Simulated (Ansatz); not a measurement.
# Hf2SnSe6: from a guess to a relaxed structure

The task: take a trial cell of Hf2SnSe6 to zero force and stress.

Computed with Ansatz 0.2.0 (DFT PBE, scalar-relativistic, plane waves, PAW, unless a step's input says otherwise).

## Step 1: The structure to begin with

It takes space group P-31m (No. 162, trigonal). The conventional cell has a = 6.651 Å, b = 6.651 Å, c = 6.183 Å, α = 90.00°, β = 90.00°, γ = 120.00°. Hf (site symmetry 32) has 6 Se at 2.70 Å as nearest neighbours. Around Sn (site symmetry -3m) lie 6 Se at 2.70 Å. Around Se (site symmetry m) lie 1 Sn at 2.70 Å and 2 Hf at 2.70 Å.

As a file:

```xyz
9
Lattice="6.6513 0.0000 0.0000 -3.3257 5.7602 0.0000 0.0000 0.0000 6.1829" Properties=species:S:1:pos:R:3 pbc="T T T"
Hf    3.3257    1.9201    0.0000
Hf    0.0000    3.8402    0.0000
Sn    0.0000    0.0000    0.0000
Se    2.2171    3.8402    1.5396
Se    2.2171    0.0000    1.5396
Se   -1.1086    1.9201    1.5396
Se   -2.2171    3.8402    4.6434
Se    4.4342    0.0000    4.6434
Se    1.1086    1.9201    4.6434
```

The start is an ordering of an alloy on its end members' structure types: elements ordered on the sites of the SnSe2 type, Sn/Hf on Sn (P-31m, No. 162).

## Step 2: A first look at the guess

The input, input.yaml:

```yaml
crystal:
  lattice:
    - [6.65133816, 0.0, 0.0]
    - [-3.32566908, 5.76022781, 0.0]
    - [0.0, 0.0, 6.18293672]
  atoms:
    - { symbol: Hf, position: [0.66666667, 0.33333333, 0.0] }
    - { symbol: Hf, position: [0.33333333, 0.66666667, 0.0] }
    - { symbol: Sn, position: [0.0, 0.0, 0.0] }
    - { symbol: Se, position: [0.66666667, 0.66666667, 0.249] }
    - { symbol: Se, position: [0.33333333, 0.0, 0.249] }
    - { symbol: Se, position: [0.0, 0.33333333, 0.249] }
    - { symbol: Se, position: [0.0, 0.66666667, 0.751] }
    - { symbol: Se, position: [0.66666667, 0.0, 0.751] }
    - { symbol: Se, position: [0.33333333, 0.33333333, 0.751] }
basis:
  ecutwfc: 420
kpoints:
  mp_grid: { grid: [3, 3, 4] }
hamiltonian:
  xc: pbe
scf:
  occupations: { method: gaussian, width: 0.1 }
  lower_state_search: "off"
output:
  forces: true
  stress: true
  eigenvalues: true
```

On the command line:

```console
ansatz run input.yaml --threads 1 --pin off --max-ram 2560MiB --backend cpu --events-out ev --progress --plain --runs-dir out
```

The session goes on with these runs: relaxation on the finer mesh; relaxation repeated from the relaxed cell.

Before running it: what results should come out? Wanted: conventional cell; volume; energy over the elements, grey Sn; gap on the mesh.

As calculated:

```
                              quantity                                                                       value
symmetry at the end (tolerance 0.02 Å)                                                 space group P-31m (No. 162)
                     conventional cell  a = 6.611 Å, b = 6.611 Å, c = 7.205 Å, α = 90.00°, β = 90.00°, γ = 120.00°
                                volume                                                               30.30 Å³/atom
     energy over the elements, grey Sn                                                               -0.96 eV/atom
                       gap on the mesh                                                                     0.15 eV
```

In words: The space group P-31m (No. 162) is kept, and the volume per atom grows by 15.1 % from the first guess. It lies below the elements, which doesn't yet make it stable: competing phases were not computed in this session. No finished test with a distortion of lower symmetry is shown, so the end may be a saddle point. These runs have no spin-orbit coupling; with Hf it would split and shift bands. Layers here are held mostly by dispersion, which this level lacks, so their spacing and the stiffness across them are unreliable there.
